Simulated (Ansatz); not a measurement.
A calculation with Ansatz 0.2.0 of V (native input, structure typed inline):

input.yaml

```yaml
crystal:
  lattice:
    - [-1.51435, 1.51435, 1.51435]
    - [1.51435, -1.51435, 1.51435]
    - [1.51435, 1.51435, -1.51435]
  atoms:
    - { symbol: V, position: [0.0, 0.0, 0.0], spin: 2.0 }
hamiltonian:
  xc: rpbe
  pseudopotentials: { kind: paw }
  dispersion: d4
  hubbard:
    sites: [{ species: V, l: d, u_eff: 6.2 }]
    projectors: all-electron-ortho-atomic
    double_counting: fll
magnetization:
  spin_polarized: true
kpoints:
  mp_grid: { grid: [12, 12, 12] }
scf:
  occupations: { method: gaussian, width: 0.05 }
output:
  forces: true
  stress: true
  eigenvalues: true
  xc_energy_on_converged_density: [lda, pbe, pbesol, revpbe, blyp, r2scan]
  write_density: true
  write_potential: true
  elf: true
  volumetric_format: npy
```

Potentials or basis: Ansatz PAW.

Run with:

```bash
$ ansatz run input.yaml --threads 2 --pin off --max-ram 5120MiB --backend cpu --events-out ev --progress --plain --runs-dir out
```

Question: Write the same calculation in another form: ASE script, Cartesian positions.

Answer: As run:

Contents of run.py:

```python
import json

import ase.io
import numpy as np

import ansatz as az

atoms = ase.io.read("V.xyz")
atoms.set_initial_magnetic_moments([2.0])

calculation = (
    az.Crystal.from_ase(atoms)
    .calculation()
    .kpoints(12, 12, 12)
    .functional("rpbe", dispersion="d4")
    .pseudopotentials(kind="paw")
    .hubbard(projectors="all-electron-ortho-atomic", double_counting="fll")
    .hubbard("V", "d", u_eff=6.2)
    .spin("collinear")
    .occupations(method="gaussian", width=0.05)
    .xc_energy_on_converged_density(("lda", "pbe", "pbesol", "revpbe", "blyp", "r2scan"))
    .forces()
    .stress()
    .band_table(publish=True)
)
outcome = calculation.run(threads=2, events_out="events.jsonl")

report = outcome.report
for line in open("events.jsonl"):
    event = json.loads(line)
    if event["event"] == "scf_iter":
        d = event["data"]
        print(f"SCF {d['iter']:3d}  HF = {d['harris_foulkes_ev']:.6f} eV  dr2 = {d['dr2_ev']:.2e} eV")
    elif event["event"] in ("relax_step", "md_step"):
        d = event["data"]
        print(f"{event['event']} {d['step']:3d}  E = {d['lagrangian_ev']:.6f} eV")
np.set_printoptions(precision=5, suppress=True, linewidth=110)
print("converged:", report["converged"], "after", report["n_iterations"], "iterations")
print(f"free energy {report['free_energy_ev']:.6f} eV, Fermi level {report['fermi_energy_ev']:.4f} eV")
for key in ("band_edges_ev", "magnetization_mub", "site_moments_mub", "site_moments_nc_mub", "forces_ev_ang",
                "stress_gpa"):
    if report.get(key) is not None:
        print(key, np.array(report[key]), sep="\n")
```

Contents of V.xyz:

```xyz
1
Lattice="-1.5143500000 1.5143500000 1.5143500000 1.5143500000 -1.5143500000 1.5143500000 1.5143500000 1.5143500000 -1.5143500000" Properties=species:S:1:pos:R:3 pbc="T T T"
V      0.0000000000      0.0000000000      0.0000000000
```

Potentials or basis: Ansatz PAW.

The run is started by

```sh
$ python run.py
```

Both were run:

|  | native input, structure typed inline | ASE script, Cartesian positions |
| --- | --- | --- |
| Pressure | 62.2 GPa | 62.2 GPa |
| Band gap on the k mesh | none (metal or under the smearing width) | none (metal or under the smearing width) |
| Net moment | 2.50 μB per cell | 2.50 μB per cell |
| Absolute moment | 2.53 μB per cell | 2.53 μB per cell |
| Site moments | V +2.19 μB | V +2.19 μB |

Keys that steer only the numerical path or the files written may differ.

Caveat: the potentials were made for another functional, which shifts forces and pressure; the magnetic or orbital state may not be the lowest; a pressure of tens of GPa on the cell as given is suspect, and the run, the potentials or the cell itself is likely at fault; pairwise dispersion overbinds metals, which lowers pressure and volume; the U is typed as a test and isn't derived for this compound.
